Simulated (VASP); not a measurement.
# Zn (Pm-3m) in VASP: notebook

One crystal, Zn, is run at these levels: PBEsol, RPBE; tasks: band structure.

Program: VASP 6.6.1. These are calculated values, not measurements. Logs are shortened: lines on timing, memory, paths and dates and some standing lists are left out, and cuts for length are marked.

### Step 1. Starting point

The structure is cubic, space group Pm-3m (No. 221). The conventional cell has a = 3.771 Å, b = 3.771 Å, c = 3.771 Å, α = 90.00°, β = 90.00°, γ = 90.00°. Zn (site symmetry 4/mmm) is surrounded by 8 Zn at 2.67 Å.

The cell was built by a generator and needn't be a form met in nature.

### Step 2. Band structure, PBEsol

POSCAR reads:

```
Zn
1.0
    3.7711300000      0.0000000000      0.0000000000
    0.0000000000      3.7711300000      0.0000000000
    0.0000000000      0.0000000000      3.7711300000
Zn
3
Direct
    0.0000000000      0.5000000000      0.5000000000
    0.5000000000      0.0000000000      0.5000000000
    0.5000000000      0.5000000000      0.0000000000
```

INCAR.step1 reads:

```
SYSTEM = Zn
PREC = Accurate
ENCUT = 520
EDIFF = 1E-6
ISMEAR = -1
SIGMA = 0.05
LREAL = .FALSE.
LASPH = .TRUE.
NELM = 80
ALGO = Fast
ISIF = 2
LWAVE = .FALSE.
LCHARG = .TRUE.
GGA = PS
```

KPOINTS.step1 reads:

```
regular mesh
0
G
  7 7 7
  0 0 0
```

INCAR.step2 reads:

```
SYSTEM = Zn
PREC = Accurate
ENCUT = 520
EDIFF = 1E-6
ISMEAR = 0
SIGMA = 0.05
LREAL = .FALSE.
LASPH = .TRUE.
NELM = 80
ALGO = Fast
ISIF = 2
LWAVE = .FALSE.
LCHARG = .FALSE.
GGA = PS
ICHARG = 11
```

KPOINTS.step2 reads:

```
path GXMGRX,MR
10
line-mode
reciprocal
 0.0000000000  0.0000000000  0.0000000000  G
 0.0000000000  0.5000000000  0.0000000000  X

 0.0000000000  0.5000000000  0.0000000000  X
 0.5000000000  0.5000000000  0.0000000000  M

 0.5000000000  0.5000000000  0.0000000000  M
 0.0000000000  0.0000000000  0.0000000000  G

 0.0000000000  0.0000000000  0.0000000000  G
 0.5000000000  0.5000000000  0.5000000000  R

 0.5000000000  0.5000000000  0.5000000000  R
 0.0000000000  0.5000000000  0.0000000000  X

 0.5000000000  0.5000000000  0.0000000000  M
 0.5000000000  0.5000000000  0.5000000000  R
```

Potentials or basis: VASP PAW PBE potentials, release 64 (Zn).

The run is started by

```
> cat potpaw_PBE.64/Zn/POTCAR > POTCAR
> cp INCAR.step1 INCAR
> cp KPOINTS.step1 KPOINTS
> mpirun -np 1 vasp_std > vasp.out
> cp INCAR.step2 INCAR
> cp KPOINTS.step2 KPOINTS
> mpirun -np 1 vasp_std > vasp.out
```

OUTCAR:

```text
SYSTEM = Zn
   PREC = Accurate
   ENCUT = 520
   EDIFF = 1E-6
   ISMEAR = 0
   LREAL = .FALSE.
   LASPH = .TRUE.
   NELM = 80
   ISIF = 2
   GGA = PS
   ICHARG = 11

 ion  position               nearest neighbor table
   1  0.000  0.500  0.500-   2 2.67   3 2.67   3 2.67   2 2.67   2 2.67   3 2.67   3 2.67   2 2.67

   2  0.500  0.000  0.500-   1 2.67   3 2.67   3 2.67   1 2.67   3 2.67   3 2.67   1 2.67   1 2.67

   3  0.500  0.500  0.000-   1 2.67   2 2.67   1 2.67   2 2.67   2 2.67   2 2.67   1 2.67   1 2.67

  LATTYP: Found a simple cubic cell.
 ALAT       =     3.7711300000

  Lattice vectors:

 A1 = (   3.7711300000,   0.0000000000,   0.0000000000)
 A2 = (   0.0000000000,   3.7711300000,   0.0000000000)
 A3 = (   0.0000000000,   0.0000000000,   3.7711300000)

Analysis of symmetry for initial positions (statically):
=====================================================================
 Subroutine PRICEL returns:
 Original cell was already a primitive cell.

 Routine SETGRP: Setting up the symmetry group for a
 simple cubic supercell.

 Subroutine GETGRP returns: Found 48 space group operations
 (whereof 48 operations were pure point group operations)
 out of a pool of 48 trial point group operations.

The static configuration has the point symmetry O_h .

Analysis of symmetry for dynamics (positions and initial velocities):
=====================================================================
 Subroutine PRICEL returns:
 Original cell was already a primitive cell.

 Routine SETGRP: Setting up the symmetry group for a
 simple cubic supercell.

 Subroutine GETGRP returns: Found 48 space group operations
 (whereof 48 operations were pure point group operations)
 out of a pool of 48 trial point group operations.

The dynamic configuration has the point symmetry O_h .

 Subroutine INISYM returns: Found 48 space group operations
 (whereof 48 operations are pure point group operations),
 and found     1 'primitive' translations

----------------------------------------------------------------------------------------

                                     Primitive cell

  volume of cell :      53.6308

  direct lattice vectors                    reciprocal lattice vectors
     3.771130000  0.000000000  0.000000000     0.265172508  0.000000000  0.000000000
     0.000000000  3.771130000  0.000000000     0.000000000  0.265172508  0.000000000
     0.000000000  0.000000000  3.771130000     0.000000000  0.000000000  0.265172508

  length of vectors
     3.771130000  3.771130000  3.771130000     0.265172508  0.265172508  0.265172508

  position of ions in fractional coordinates (direct lattice)
     0.000000000  0.500000000  0.500000000
     0.500000000  0.000000000  0.500000000
     0.500000000  0.500000000  0.000000000

  ion indices of the primitive-cell ions
   primitive index   ion index
                 1           1
                 2           2
                 3           3

----------------------------------------------------------------------------------------

 KPOINTS: path GXMGRX,MR

Interpolating k-points between supplied coordinates.

 Line segments in fractional coordinates (reciprocal lattice):
    0.000000  0.000000  0.000000  ...  0.000000  0.500000  0.000000
    0.000000  0.500000  0.000000  ...  0.500000  0.500000  0.000000
    0.500000  0.500000  0.000000  ...  0.000000  0.000000  0.000000
    0.000000  0.000000  0.000000  ...  0.500000  0.500000  0.500000
    0.500000  0.500000  0.500000  ...  0.000000  0.500000  0.000000
    0.500000  0.500000  0.000000  ...  0.500000  0.500000  0.500000

 Generated    10 points on each line segment, for a total of     60 k-points:

 Following reciprocal coordinates:
            Coordinates               Weight
  0.000000  0.000000  0.000000      0.016667
  0.000000  0.055556  0.000000      0.016667
  0.000000  0.111111  0.000000      0.016667
  0.000000  0.166667  0.000000      0.016667
  0.000000  0.222222  0.000000      0.016667
  0.000000  0.277778  0.000000      0.016667
[... 16 lines left out ...]
  0.388889  0.388889  0.000000      0.016667
  0.333333  0.333333  0.000000      0.016667
 [... further k-points ...]
   k-points           NKPTS =     60   k-points in BZ     NKDIM =     60   number of bands    NBANDS=     22
   number of dos      NEDOS =    301   number of ions     NIONS =      3
   total plane-waves  NPLWV =  21952
   dimension x,y,z NGX =    28 NGY =   28 NGZ =   28
   dimension x,y,z NGXF=    56 NGYF=   56 NGZF=   56
   ions per type =               3
   NGX,Y,Z   is equivalent  to a cutoff of  12.34, 12.34, 12.34 a.u.
   NGXF,Y,Z  is equivalent  to a cutoff of  24.69, 24.69, 24.69 a.u.
 SYSTEM =  Zn
   PREC   = accura    normal or accurate (medium, high low for compatibility)
   ISTART =      0    job   : 0-new  1-cont  2-samecut
   ICHARG =     11    charge: 1-file 2-atom 10-const
   ISPIN  =      1    spin polarized calculation?
   LNONCOLLINEAR =      F non collinear calculations
   LSORBIT =      F    spin-orbit coupling
   LASPH  =      T    aspherical Exc in radial PAW
   ENCUT  =  520.0 eV  38.22 Ry    6.18 a.u.   7.01  7.01  7.01*2*pi/ulx,y,z
   NELM   =     80;   NELMIN=  2; NELMDL=  0     # of ELM steps
   EDIFF  = 0.1E-05   stopping-criterion for ELM
   LREAL  =      F    real-space projection
   EDIFFG = 0.1E-04   stopping-criterion for IOM
   NSW    =      0    number of steps for IOM
   IBRION =     -1    ionic relax: 0-MD 1-quasi-New 2-CG
   NFREE  =      0    steps in history (QN), initial steepest desc. (CG)
   ISIF   =      2    stress and relaxation
   ISYM   =      2    0-nonsym 1-usesym 2-fastsym
   POTIM  = 0.5000    time-step for ionic-motion
   TEBEG  =    0.0;   TEEND  =   0.0 temperature during run
   PSTRESS=    0.0 pullay stress
   NELECT =      36.0000    total number of electrons
   NUPDOWN=      -1.0000    fix difference up-down
   EMIN   =  10.00;   EMAX   =-10.00  energy-range for DOS
   EFERMI =   0.00;   METHOD = LEGACY
   ISMEAR =     0;   SIGMA  =   0.05  broadening in eV -4-tet -1-fermi 0-gaus
   EFERMI_NEDOS =   21; number of points for ismear=-14 and -15
   IALGO  =     68    algorithm
   IMIX   =      4    mixing-type and parameters
     AMIX     =   0.40;   BMIX     =  1.00
     AMIX_MAG =   1.60;   BMIX_MAG =  1.00
  volume/ion in A,a.u.               =      17.88       120.64
  Fermi-wavevector in a.u.,A,eV,Ry     =   1.433411  2.708755 27.955455  2.054668
  Thomas-Fermi vector in A             =   2.552932
   LORBIT       =      0    0 simple, 1 ext, 2 COOP (PROOUT), +10 PAW based schemes
   GGA     = PS    functional components
   LHFCALC =     F    Hartree Fock is set to
   AEXX    =    0.0000 exact exchange contribution
   IVDW    =     0    specifies the selected vdW correction
   LEPSILON=     F    determine dielectric tensor
   LRPA    =     F    only Hartree local field effects (RPA)
 non-spin polarized calculation
 RMM-DIIS sequential band-by-band and
 Gauss-broadening in eV      SIGMA  =   0.05
  energy-cutoff  :      520.00
  volume of cell :       53.63
 maximum number of plane-waves:      1472

 number of electron      36.0000072 magnetization

 Free energy of the ion-electron system (eV)
  ---------------------------------------------------
  ext. energy  EPLUGINS =         0.00000000
  ---------------------------------------------------
  free energy    TOTEN  =        -3.05665563 eV

  energy without entropy =       -3.05522424  energy(sigma->0) =       -3.05593993

 E-fermi :   1.2449     XC(G=0): -10.7478

 val. band max:        1.2226077589   @ k =   0.3889   0.5000   0.3889
 cond. band min:       1.2467805985   @ k =   0.5000   0.5000   0.4444
 fundamental gap:      0.0241728396
 Fermi energy:         1.2448909042

 k-point     1 :       0.0000    0.0000    0.0000
  band No.  band energies     occupation
      1      -7.8681      2.00000
      2      -6.3255      2.00000
      3      -6.3027      2.00000
      4      -6.3027      2.00000
      5      -6.3027      2.00000
      6      -6.0755      2.00000
[... 14 lines left out ...]
     21       4.7685      0.00000
     22       7.4137      0.00000

 k-point     2 :       0.0000    0.0556    0.0000
  band No.  band energies     occupation
      1      -7.8389      2.00000
      2      -6.3140      2.00000
      3      -6.3004      2.00000
      4      -6.2959      2.00000
      5      -6.2959      2.00000
      6      -6.0734      2.00000
[... 14 lines left out ...]
     21       5.1403      0.00000
     22       7.5425      0.00000

 k-point     3 :       0.0000    0.1111    0.0000
  band No.  band energies     occupation
      1      -7.7526      2.00000
      2      -6.2935      2.00000
      3      -6.2803      2.00000
      4      -6.2754      2.00000
      5      -6.2754      2.00000
      6      -6.0663      2.00000
[... 14 lines left out ...]
     21       5.7843      0.00000
     22       7.9885      0.00000

 k-point     4 :       0.0000    0.1667    0.0000
  band No.  band energies     occupation
      1      -7.6135      2.00000
      2      -6.2828      2.00000
      3      -6.2415      2.00000
      4      -6.2415      2.00000
      5      -6.2274      2.00000
      6      -6.0496      2.00000
[... 14 lines left out ...]
     21       6.2905      0.00000
     22       8.8234      0.00000

 k-point     5 :       0.0000    0.2222    0.0000
  band No.  band energies     occupation
      1      -7.4304      2.00000
      2      -6.2693      2.00000
      3      -6.1944      2.00000
      4      -6.1944      2.00000
      5      -6.1684      2.00000
      6      -6.0071      2.00000
[... 14 lines left out ...]
     21       6.6497      0.00000
     22      10.0029      0.00000

 k-point     6 :       0.0000    0.2778    0.0000
  band No.  band energies     occupation
      1      -7.2192      2.00000
      2      -6.2545      2.00000
      3      -6.1348      2.00000
      4      -6.1348      2.00000
      5      -6.1283      2.00000
      6      -5.9089      2.00000
[... 14 lines left out ...]
     21       6.9562      0.00000
     22       9.2863      0.00000

 k-point     7 :       0.0000    0.3333    0.0000
  band No.  band energies     occupation
      1      -7.0061      2.00000
      2      -6.2400      2.00000
      3      -6.1090      2.00000
      4      -6.0638      2.00000
      5      -6.0638      2.00000
      6      -5.8207      2.00000
[... 324 lines left out ...]
      6      -5.6738      2.00000
[... 14 lines left out ...]
     21       8.2562      0.00000
     22       8.2584      0.00000

 k-point    21 :       0.5000    0.5000    0.0000
  band No.  band energies     occupation
      1      -6.0916      2.00000
      2      -6.0916      2.00000
      3      -5.9995      2.00000
      4      -5.8665      2.00000
      5      -5.7699      2.00000
      6      -5.6738      2.00000
[... 14 lines left out ...]
     21       8.2562      0.00000
     22       8.2563      0.00000

 k-point    22 :       0.4444    0.4444    0.0000
  band No.  band energies     occupation
      1      -6.1318      2.00000
      2      -6.0579      2.00000
      3      -6.0180      2.00000
      4      -5.8894      2.00000
      5      -5.7725      2.00000
      6      -5.7128      2.00000
[... 14 lines left out ...]
     21       8.3277      0.00000
     22       8.5392      0.00000

 k-point    23 :       0.3889    0.3889    0.0000
  band No.  band energies     occupation
      1      -6.2522      2.00000
      2      -6.0644      2.00000
      3      -5.9627      2.00000
      4      -5.9419      2.00000
      5      -5.8008      2.00000
      6      -5.7513      2.00000
[... 14 lines left out ...]
     21       7.9646      0.00000
     22       8.5376      0.00000

 k-point    24 :       0.3333    0.3333    0.0000
  band No.  band energies     occupation
      1      -6.4503      2.00000
      2      -6.1205      2.00000
      3      -6.0049      2.00000
      4      -5.9048      2.00000
      5      -5.8562      2.00000
      6      -5.7615      2.00000
[... 14 lines left out ...]
     21       7.3484      0.00000
     22       8.8826      0.00000

 [... further k-points ...]

------------------------ aborting loop because EDIFF is reached ----------------------------------------

  FORCE on cell =-STRESS in cart. coord.  units (eV):
  Direction    XX          YY          ZZ          XY          YZ          ZX
  --------------------------------------------------------------------------------------
  -------------------------------------------------------------------------------------
  Total        2.1357618      2.1357618      2.1357618      0.0000000      0.0000000     -0.0000000
  in kB       63.8041426     63.8041426     63.8041426      0.0000000      0.0000000     -0.0000000
  external PRESSURE =      63.8041426 kB  Pullay stress =       0.0000000 kB

 VOLUME and BASIS-vectors are now :
 -----------------------------------------------------------------------------
  energy-cutoff  :      520.00
  volume of cell :       53.63
      direct lattice vectors                 reciprocal lattice vectors
     3.771130000  0.000000000  0.000000000     0.265172508  0.000000000  0.000000000
     0.000000000  3.771130000  0.000000000     0.000000000  0.265172508  0.000000000
     0.000000000  0.000000000  3.771130000     0.000000000  0.000000000  0.265172508

 POSITION                                       TOTAL-FORCE (eV/Angst)
 -----------------------------------------------------------------------------------
      0.00000      1.88556      1.88556         0.000000      0.000000      0.000000
      1.88556      0.00000      1.88556         0.000000      0.000000      0.000000
      1.88556      1.88556      0.00000         0.000000      0.000000      0.000000
 -----------------------------------------------------------------------------------
    total drift:                                0.000000      0.000000      0.000000

  FREE ENERGIE OF THE ION-ELECTRON SYSTEM (eV)
  ---------------------------------------------------
  free  energy   TOTEN  =        -3.0566556288 eV

  energy  without entropy=       -3.0552242378  energy(sigma->0) =       -3.05593993
```

It took 58 s on 1 thread of AMD EPYC 7R43 (Zen 3), shared host; peak memory 0.14 GiB.

What came out:

```yaml
Band_gap_along_the_path: none (metal or under the smearing width)
```

Levels at the corners of the path, in eV from the Fermi level:
| point | band 16 | band 17 | band 18 | band 19 | band 20 | band 21 |
| --- | --- | --- | --- | --- | --- | --- |
| Γ | -6.53 | 0.82 | 0.82 | 0.82 | 3.16 | 3.16 |
| X | -6.35 | -5.62 | 3.13 | 3.13 | 4.93 | 5.56 |
| X | -6.35 | -5.62 | 3.13 | 3.13 | 4.93 | 5.56 |
| M | -4.74 | -3.14 | -3.14 | -1.52 | 6.18 | 6.65 |
| M | -4.74 | -3.14 | -3.14 | -1.52 | 6.18 | 6.65 |
| Γ | -6.53 | 0.82 | 0.82 | 0.82 | 3.16 | 3.16 |
| Γ | -6.53 | 0.82 | 0.82 | 0.82 | 3.16 | 3.16 |
| R | -2.91 | -0.56 | -0.56 | -0.56 | -0.55 | -0.55 |
| R | -2.91 | -0.56 | -0.56 | -0.56 | -0.55 | -0.55 |
| X | -6.35 | -5.62 | 3.13 | 3.13 | 4.93 | 5.56 |
| M | -4.74 | -3.14 | -3.14 | -1.52 | 6.18 | 6.65 |
| R | -2.91 | -0.56 | -0.56 | -0.56 | -0.55 | -0.55 |

Caveat: the log is that of the step along the path at fixed density, whose energy, stress, charges and moments have no meaning; the PAW data sets were made with another functional, which shifts forces and pressure a little.

### Step 3. Band structure, RPBE

POSCAR is that of step 2.

INCAR.step1, as its differences from that of step 2:

```diff
@@ -13,2 +13,2 @@
 LCHARG = .TRUE.
-GGA = PS
+GGA = RP
```

KPOINTS.step1 is that of step 2.

INCAR.step2, as its differences from that of step 2:

```diff
@@ -13,3 +13,3 @@
 LCHARG = .FALSE.
-GGA = PS
+GGA = RP
 ICHARG = 11
```

KPOINTS.step2 is that of step 2.

Potentials or basis: VASP PAW PBE potentials, release 64 (Zn).

The run is started by

```
> cat potpaw_PBE.64/Zn/POTCAR > POTCAR
> cp INCAR.step1 INCAR
> cp KPOINTS.step1 KPOINTS
> mpirun -np 1 vasp_std > vasp.out
> cp INCAR.step2 INCAR
> cp KPOINTS.step2 KPOINTS
> mpirun -np 1 vasp_std > vasp.out
```

Run time: 54 s. Hardware: 1 thread of AMD EPYC 7R43 (Zen 3), shared host; peak memory 0.14 GiB.

It converged, with:

```yaml
Band_gap_along_the_path: none (metal or under the smearing width)
```

Levels at the corners of the path, in eV from the Fermi level:
```csv
point,band 15,band 16,band 17,band 18,band 19,band 20,band 21,band 22
Γ,-6.59,-6.59,0.82,0.82,0.82,3.18,3.18,5.77
X,-6.59,-6.38,-5.62,3.13,3.13,5.00,5.55,5.55
X,-6.59,-6.38,-5.62,3.13,3.13,5.00,5.55,5.55
M,-6.94,-4.75,-3.15,-3.15,-1.54,6.17,6.65,6.65
M,-6.94,-4.75,-3.15,-3.15,-1.54,6.17,6.65,6.65
Γ,-6.59,-6.59,0.82,0.82,0.82,3.18,3.18,5.77
Γ,-6.59,-6.59,0.82,0.82,0.82,3.18,3.18,5.77
R,-6.67,-2.93,-0.58,-0.58,-0.58,-0.54,-0.54,-0.54
R,-6.67,-2.93,-0.58,-0.58,-0.58,-0.54,-0.54,-0.54
X,-6.59,-6.38,-5.62,3.13,3.13,5.00,5.55,5.55
M,-6.94,-4.75,-3.15,-3.15,-1.54,6.17,6.65,6.65
R,-6.67,-2.93,-0.58,-0.58,-0.58,-0.54,-0.54,-0.54
```

Caveat: the log is that of the step along the path at fixed density, whose energy, stress, charges and moments have no meaning; the PAW data sets were made with another functional, which shifts forces and pressure a little.
